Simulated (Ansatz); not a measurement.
Runs of Ansatz 0.2.0 on Ni. It takes space group P6_3/mmc (No. 194, hexagonal). The conventional cell has a = 2.448 Å, b = 2.448 Å, c = 4.073 Å, α = 90.00°, β = 90.00°, γ = 120.00°. Ni (site symmetry -6m2) has 12 Ni at 2.45 to 2.48 Å as nearest neighbours. This isn't the form of Ni at room conditions, which is fcc.

```csv
task,level,spin,cell,k mesh,smearing,points for each segment of the path,mesh quality,gap on the mesh (eV),pressure (GPa),moment (μB),relaxed volume (Å³/atom)
band structure,HSE06,"collinear, ferromagnetic start",as given,6 × 6 × 4,fermi-dirac 0.05 eV,4,coarse,none,-,(b),-
phonons,PBEsol,"collinear, ferromagnetic start",as given,9 × 9 × 5,fermi-dirac 0.05 eV,-,not flagged,none,-,1.09,-
phonons,LDA,"collinear, ferromagnetic start",as given,9 × 9 × 5,fermi-dirac 0.05 eV,-,not flagged,none,-,1.07,-
relaxation of cell and atoms,PBEsol+D4,"collinear, ferromagnetic start",relaxed,12 × 12 × 7,fermi-dirac 0.05 eV,-,not flagged,none,0.0,1.28,(a)
relaxation of cell and atoms,BLYP+D3(BJ),"collinear, ferromagnetic start",relaxed,12 × 12 × 7,fermi-dirac 0.05 eV,-,not flagged,none,0.0,1.24,10.57
relaxation of cell and atoms,LDA,"collinear, program default start",relaxed,12 × 12 × 7,gaussian 0.01 eV,-,not flagged,none,0.0,1.24,10.06
band structure,LDA,"collinear, ferromagnetic start",as given,12 × 12 × 7,fermi-dirac 0.05 eV,14,not flagged,none,-10.9,1.24,-
relaxation of cell and atoms,PBEsol0,"collinear, ferromagnetic start",relaxed,6 × 6 × 4,fermi-dirac 0.05 eV,-,coarse,none,-,1.36,10.17
```

Alike in all rows: potentials or basis Ansatz PAW; cutoff (eV) 420.

Task: Fill in the values left out.

Result: (a) 10.25; (b) 1.53.

Caveats: some runs use coarse meshes; the PAW data sets come from PBE, with cores solved anew for the run's functional, which leaves a small shift of forces and pressure; the plane-wave basis is chosen anew once the cell has moved, so the energies of steps on either side of that aren't comparable (some runs); the magnetic or orbital state may not be the lowest (some runs); pairwise dispersion overbinds metals, which lowers pressure and volume (some runs); the potentials were made for another functional, which shifts forces and pressure (some runs).

A k mesh can miss the band edges.

A gap of «none» marks a metal or a gap under the smearing width.

Not every run made on this cell is shown here.
